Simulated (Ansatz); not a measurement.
**HfO2 (CdI2 type): equation of state and elastic constants**

Aim: the bulk modulus of HfO2 (CdI2 type) from energies at several volumes around the relaxed one, with shape and atoms relaxed at each, then the elastic tensor. This structure was made by substitution into a known type, so it needn't be the compound's stable form.

Program: Ansatz 0.2.0. Level of theory: DFT PBEsol, scalar-relativistic, plane waves, PAW. These are calculated values, not measurements.

## 1. The starting structure

It takes space group P-3m1 (No. 164, trigonal). The conventional cell has a = 3.219 Å, b = 3.219 Å, c = 5.107 Å, α = 90.00°, β = 90.00°, γ = 120.00°. Around Hf (site symmetry -3m) lie 6 O at 2.09 Å. O (site symmetry 3m) has 3 Hf at 2.09 Å as nearest neighbours.

Structure file:

```cif
data_structure
_symmetry_space_group_name_H-M 'P-3m1'
_symmetry_Int_Tables_number 164
_cell_length_a 3.2188
_cell_length_b 3.2188
_cell_length_c 5.1068
_cell_angle_alpha 90.000
_cell_angle_beta 90.000
_cell_angle_gamma 120.000
_cell_volume 45.82
loop_
_atom_site_label
_atom_site_type_symbol
_atom_site_symmetry_multiplicity
_atom_site_Wyckoff_symbol
_atom_site_fract_x
_atom_site_fract_y
_atom_site_fract_z
_atom_site_occupancy
Hf1 Hf 1 a 0.00000 0.00000 0.00000 1
O1 O 2 d 0.33333 0.66667 0.18901 1
```

This cell comes from an earlier session at PBEsol: 15.273 Å³/atom at 0.05 GPa, on a 12×12×6 mesh.

Volume factors to run: 0.980, 1.020, 0.960, 1.040.

## 2. Volume × 0.980

input.yaml reads:

```yaml
crystal:
  lattice:
    - [3.1971777495, 0.0, 0.0]
    - [-1.5985888747, 2.7688371515, 0.0]
    - [0.0, 0.0, 5.0724849463]
  atoms:
    - { symbol: Hf, position: [0.0, 0.0, 0.0] }
    - { symbol: O, position: [0.3333333333, 0.6666666667, 0.1890109153] }
    - { symbol: O, position: [0.6666666667, 0.3333333333, 0.8109890847] }
basis:
  ecutwfc: 420
  ecutrho_ratio: 4
kpoints:
  mp_grid: { grid: [12, 12, 6] }
hamiltonian:
  xc: pbesol
scf:
  occupations: { method: gaussian, width: 0.05 }
output:
  forces: true
  stress: true
  eigenvalues: true
relax:
  f_tol: 0.01
  max_steps: 40
  cell: { stress_tol: 0.1, fix: [volume] }
```

After this run come: Volume × 1.020; Scaling the volume by 0.960; At 1.040 of the relaxed volume; The elastic tensor from strained cells.

**Question.** What will these runs give? Wanted: fit; C11, C12, C44; K, G, E; Poisson's ratio.

**Answer**, as computed:

| quantity | value |
| --- | --- |
| fit | poor, no modulus quoted |
| C11, C12, C44 | 332, 72, 0 GPa |
| K, G, E (Hill) | 47, 33, 80 GPa |
| Poisson's ratio | 0.22 |

The points of this series lie on one side of the minimum, so the fit isn't pinned and no modulus is quoted. All eigenvalues of the tensor are positive, so the cell is mechanically stable. K/G = 1.42 lies under Pugh's 1.75, an empirical mark of brittle behaviour drawn from metals, and the universal anisotropy index of 529.17 is large. These are values at 0 K without zero-point motion. Spin–orbit coupling is left out, though the cell holds Hf; in elements this heavy it can shift levels and gaps by tenths of an eV. No dispersion term is included, so distances between weakly bound layers or units are the least certain numbers.
